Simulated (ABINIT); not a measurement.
# Al2Au (Fm-3m) in ABINIT: further runs, part 2 of 2

ABINIT 10.8.3 (patched build).

## 5. Single point, PBE

File run.abi:

```
# Pseudopotentials
pp_dirpath "./"
pseudos "Au.GGA_PBE-JTH.xml, Al.GGA_PBE-JTH.xml"

# Structure
acell 4.2426406871 4.2426406871 4.2426406871 Angstrom
rprim
     0.0000000000     0.7071067812     0.7071067812
     0.7071067812     0.0000000000     0.7071067812
     0.7071067812     0.7071067812     0.0000000000
ntypat 2
znucl 79 13
natom 3
typat 1 2 2
xred
     0.0000000000     0.0000000000     0.0000000000
     0.7500000000     0.7500000000     0.7500000000
     0.2500000000     0.2500000000     0.2500000000

# Plane-wave basis
ecut 20.0
pawecutdg 40.0
pawxcdev 0

# k points
kptopt 1
ngkpt 8 8 8
nshiftk 1
shiftk 0.0 0.0 0.0

# Exchange and correlation
ixc 11

# Bands and occupations
nband 13
occopt 5
tsmear 0.00734986

# SCF cycle
nstep 100
tolvrs 1.0e-9

# Output
iomode 3
prtwf 0
prtden 0
prteig 0
prtebands 0
enunit 1
```

Potentials or basis: JTH PAW PBE v2.0.

Command:

```console
$ abinit run.abi > log 2>&1
```

run.abo:

```text
.Version 10.8.3 of ABINIT
 Symmetries : space group Fm -3 m (#225); Bravais cF (face-center cubic)
================================================================================
 Values of the parameters that define the memory need of the present run
     intxc =       0    ionmov =       0      iscf =      17    lmnmax =      18
     lnmax =       6     mgfft =      36  mpssoang =       3    mqgrid =    3001
     natom =       3  nloc_mem =       2    nspden =       1   nspinor =       1
    nsppol =       1      nsym =      48    n1xccc =       1    ntypat =       2
    occopt =       5   xclevel =       2
       mpw =        1587          nfft =       46656          nkpt =          29
 PAW method is used; the additional fine FFT grid is defined by:
   mgfftf=        48    nfftf =    110592
================================================================================
================================================================================

--------------------------------------------------------------------------------
------------- Echo of variables that govern the present computation ------------
--------------------------------------------------------------------------------
 -outvars: echo values of preprocessed input variables --------
            acell      8.0174289493E+00  8.0174289493E+00  8.0174289493E+00 Bohr
              amu      1.96966540E+02  2.69815390E+01
             ecut      2.00000000E+01 Hartree
           enunit           1
              ixc          11
         kptrlatt        8    0    0      0    8    0      0    0    8
          kptrlen      6.41394316E+01
            natom           3
            nband          13
            ngfft          36      36      36
          ngfftdg          48      48      48
             nkpt          29
            nstep         100
             nsym          48
           ntypat           2
           occopt           5
        pawecutdg      4.00000000E+01 Hartree
         pawxcdev           0
           prtden           0
        prtebands           0
           prteig           0
            prtwf           0
            rprim      0.0000000000E+00  7.0710678120E-01  7.0710678120E-01
                       7.0710678120E-01  0.0000000000E+00  7.0710678120E-01
                       7.0710678120E-01  7.0710678120E-01  0.0000000000E+00
          spgroup         225
           tolvrs      1.00000000E-09
           tsmear      7.34986000E-03 Hartree
            typat      1  2  2
           useylm           1
           xangst      0.0000000000E+00  0.0000000000E+00  0.0000000000E+00
                       4.5000000001E+00  4.5000000001E+00  4.5000000001E+00
                       1.5000000000E+00  1.5000000000E+00  1.5000000000E+00
            xcart      0.0000000000E+00  0.0000000000E+00  0.0000000000E+00
                       8.5037675667E+00  8.5037675667E+00  8.5037675667E+00
                       2.8345891889E+00  2.8345891889E+00  2.8345891889E+00
             xred      0.0000000000E+00  0.0000000000E+00  0.0000000000E+00
                       7.5000000000E-01  7.5000000000E-01  7.5000000000E-01
                       2.5000000000E-01  2.5000000000E-01  2.5000000000E-01
            znucl       79.00000   13.00000

================================================================================

 chkinp: Checking input parameters for consistency.

================================================================================
== DATASET  1 ==================================================================

--- !DatasetInfo
iteration_state: {dtset: 1, }
dimensions: {natom: 3, nkpt: 29, mband: 13, nsppol: 1, nspinor: 1, nspden: 1, mpw: 1587, }
cutoff_energies: {ecut:  20.0, pawecutdg:  40.0, }
electrons: {nelect:   1.70000000E+01, charge:   0.00000000E+00, occopt:   5.00000000E+00, tsmear:   7.34986000E-03, }
meta: {optdriver: 0, ionmov: 0, optcell: 0, iscf: 17, paral_kgb: 0, }
...

[... 126 lines left out ...]
 Atom  Sphere_radius  Integrated_density
    1        2.50870          9.76559800
    2        1.90363          0.72053782
    3        1.90363          0.72053782

================================================================================

 ----iterations are completed or convergence reached----

 Mean square residual over all n,k,spin=   76.884E-09; max=  14.907E-06
 reduced coordinates (array xred) for    3 atoms
       0.000000000000      0.000000000000      0.000000000000
       0.750000000000      0.750000000000      0.750000000000
       0.250000000000      0.250000000000      0.250000000000
 rms dE/dt=  4.3826E-31; max dE/dt=  1.3148E-30; dE/dt below (all hartree)
    1       0.000000000000      0.000000000000      0.000000000000
    2       0.000000000000      0.000000000000      0.000000000000
    3       0.000000000000      0.000000000000      0.000000000000

 cartesian coordinates (angstrom) at end:
    1      0.00000000000000     0.00000000000000     0.00000000000000
    2      4.50000000006516     4.50000000006515     4.50000000006516
    3      1.50000000002172     1.50000000002172     1.50000000002172

 cartesian forces (hartree/bohr) at end:
    1      0.00000000000000    -0.00000000000000     0.00000000000000
    2      0.00000000000000    -0.00000000000000     0.00000000000000
    3     -0.00000000000000     0.00000000000000    -0.00000000000000
 frms,max,avg= 5.4662918E-32 7.7305040E-32   0.000E+00  0.000E+00  0.000E+00 h/b

 cartesian forces (eV/Angstrom) at end:
    1      0.00000000000000    -0.00000000000000     0.00000000000000
    2      0.00000000000000    -0.00000000000000     0.00000000000000
    3     -0.00000000000000     0.00000000000000    -0.00000000000000
 frms,max,avg= 2.8108802E-30 3.9751850E-30   0.000E+00  0.000E+00  0.000E+00 e/A
 length scales=  8.017428949252  8.017428949252  8.017428949252 bohr
              =  4.242640687100  4.242640687100  4.242640687100 angstroms
 Fermi (or HOMO) energy (eV) =   7.76719   Average Vxc (eV)= -10.04803
 Eigenvalues (   eV  ) for nkpt=  29  k points:
 kpt#   1, nband= 13, wtk=  0.00195, kpt=  0.0000  0.0000  0.0000 (reduced coord)
  -2.81002    1.14303    1.14303    1.14303    2.09791    2.09791   10.03047   10.70889
  10.70889   10.70889   11.64381   11.64381   11.64381
 prteigrs : prtvol=0 or 1, do not print more k-points.

--- !EnergyTerms
iteration_state     : {dtset: 1, }
comment             : Components of total free energy in Hartree
kinetic             :  1.01373129650399E+01
hartree             :  8.64888408882578E+00
xc                  : -5.20136740837264E+00
Ewald energy        : -3.36365570740800E+01
psp_core            :  1.30141087425297E+00
local_psp           : -2.38954993616742E+01
PAW spherical_terms :  4.23180228664990E+00
internal            : -3.84140136293583E+01
'-kT*entropy'       : -1.55255600008998E-04
total_energy        : -3.84141688849583E+01
total_energy_eV     : -1.04530278684695E+03
...

--- !EnergyTermsDC
iteration_state     : {dtset: 1, }
comment             : '"Double-counting" decomposition of free energy'
band_energy         :  1.51882117565853E+00
Ewald energy        : -3.36365570740800E+01
psp_core            :  1.30141087425297E+00
xc_dc               : -7.99997532974519E+00
PAW spherical_terms :  4.02301248628059E-01
internal            : -3.84139991052856E+01
'-kT*entropy'       : -1.55255600008998E-04
total_energy_dc     : -3.84141543608856E+01
total_energy_dc_eV  : -1.04530239162679E+03
...

--- !EnergyTermsWithPAWCore
iteration_state     : {dtset: 1, }
comment             : 'Components of total free energy, including PAW core contributions'
Total energy        : -1.94976816992376E+04
Total energy DC     : -1.94976816847136E+04
Total energy (eV)   : -5.30558947619150E+05
Total energy DC (eV): -5.30558947223930E+05
...

 Cartesian components of stress tensor (hartree/bohr^3)
  sigma(1 1)= -1.04460212E-04  sigma(3 2)=  0.00000000E+00
  sigma(2 2)= -1.04460212E-04  sigma(3 1)=  0.00000000E+00
  sigma(3 3)= -1.04460212E-04  sigma(2 1)=  0.00000000E+00

-Cartesian components of stress tensor (GPa)         [Pressure=  3.0733E+00 GPa]
- sigma(1 1)= -3.07332555E+00  sigma(3 2)=  0.00000000E+00
- sigma(2 2)= -3.07332555E+00  sigma(3 1)=  0.00000000E+00
- sigma(3 3)= -3.07332555E+00  sigma(2 1)=  0.00000000E+00

== END DATASET(S) ==============================================================
================================================================================

 -outvars: echo values of variables after computation  --------
            acell      8.0174289493E+00  8.0174289493E+00  8.0174289493E+00 Bohr
           etotal     -3.8414154361E+01
            fcart      3.8652519752E-32 -3.8652519752E-32  3.8652519752E-32
                       3.8652519752E-32 -3.8652519752E-32  3.8652519752E-32
                      -7.7305039505E-32  7.7305039505E-32 -7.7305039505E-32
            rprim      0.0000000000E+00  7.0710678120E-01  7.0710678120E-01
                       7.0710678120E-01  0.0000000000E+00  7.0710678120E-01
                       7.0710678120E-01  7.0710678120E-01  0.0000000000E+00
           strten     -1.0446021225E-04 -1.0446021225E-04 -1.0446021225E-04
                       0.0000000000E+00  0.0000000000E+00  0.0000000000E+00
           xangst      0.0000000000E+00  0.0000000000E+00  0.0000000000E+00
                       4.5000000001E+00  4.5000000001E+00  4.5000000001E+00
                       1.5000000000E+00  1.5000000000E+00  1.5000000000E+00
             xred      0.0000000000E+00  0.0000000000E+00  0.0000000000E+00
                       7.5000000000E-01  7.5000000000E-01  7.5000000000E-01
                       2.5000000000E-01  2.5000000000E-01  2.5000000000E-01
 Calculation completed.
```

Run time: 53 s. Hardware: 1 thread of Arm Neoverse V2, shared host; peak memory 0.13 GiB.

What came out:

- Free energy: -1045.3024 eV
- Pressure: 3.1 GPa
- Band gap on the k mesh: none (metal or under the smearing width)
- Valence electrons inside the program's atomic spheres: Au 9.77; Al 0.72

Levels at points of the mesh, in eV from the Fermi level:
| k point | band 6 | band 7 | band 8 | band 9 | band 10 | band 11 | band 12 | band 13 |
| --- | --- | --- | --- | --- | --- | --- | --- | --- |
| (0.00, 0.00, 0.00) | -5.67 | 2.26 | 2.94 | 2.94 | 2.94 | 3.88 | 3.88 | 3.88 |
| (0.50, 0.00, 0.00) | -5.55 | -5.48 | 0.35 | 0.35 | 3.31 | 3.57 | 3.79 | 3.79 |
| (0.50, 0.50, 0.00) | -5.37 | -5.05 | -2.13 | -2.13 | 1.23 | 2.07 | 7.72 | 9.78 |

## 6. Single point, PBE

Edit run.abi of step 5 so:

```diff
@@ -35,3 +35,3 @@
 nband 13
-occopt 5
+occopt 6
 tsmear 0.00734986
```

Potentials or basis: JTH PAW PBE v2.0.

Command:

```console
$ abinit run.abi > log 2>&1
```

Wall time 55 s (1 thread of Arm Neoverse V2, shared host); peak memory 0.13 GiB.

Results (log left out):

| Property | Result |
| --- | --- |
| Free energy | -1045.3037 eV |
| Pressure | 3.1 GPa |
| Band gap on the k mesh | none (metal or under the smearing width) |
| Valence electrons inside the program's atomic spheres | Au 9.77; Al 0.72 |

Levels at points of the mesh, in eV from the Fermi level:
| k point | band 5 | band 6 | band 7 | band 8 | band 9 | band 10 | band 11 | band 12 | band 13 |
| --- | --- | --- | --- | --- | --- | --- | --- | --- | --- |
| (0.00, 0.00, 0.00) | -5.66 | -5.66 | 2.28 | 2.96 | 2.96 | 2.96 | 3.89 | 3.89 | 3.89 |
| (0.50, 0.00, 0.00) | -5.53 | -5.53 | -5.46 | 0.36 | 0.36 | 3.32 | 3.58 | 3.80 | 3.80 |
| (0.50, 0.50, 0.00) | -5.80 | -5.35 | -5.03 | -2.12 | -2.12 | 1.24 | 2.09 | 7.73 | 9.80 |

The run has no spin-orbit coupling, so splittings on Au are missing.

## 7. Summary

| smearing | gap on the mesh (eV) | pressure (GPa) |
| --- | --- | --- |
| fermi-dirac 0.2 eV | none | 3.3 |
| gaussian 0.2 eV | none | 3.1 |
| cold (ABINIT) 0.2 eV | none | 3.1 |
| cold-b (ABINIT) 0.2 eV | none | 3.1 |
| methfessel-paxton 0.2 eV | none | 3.1 |

Alike in all rows: task single point; level PBE; potentials or basis JTH PAW PBE v2.0; no spin polarisation; cell as given; k mesh 8 × 8 × 8; cutoff (eV) 544.

Every run on the cell as given and a fine mesh finds a metal.

Absolute energies hang on the potentials; compare differences alone.
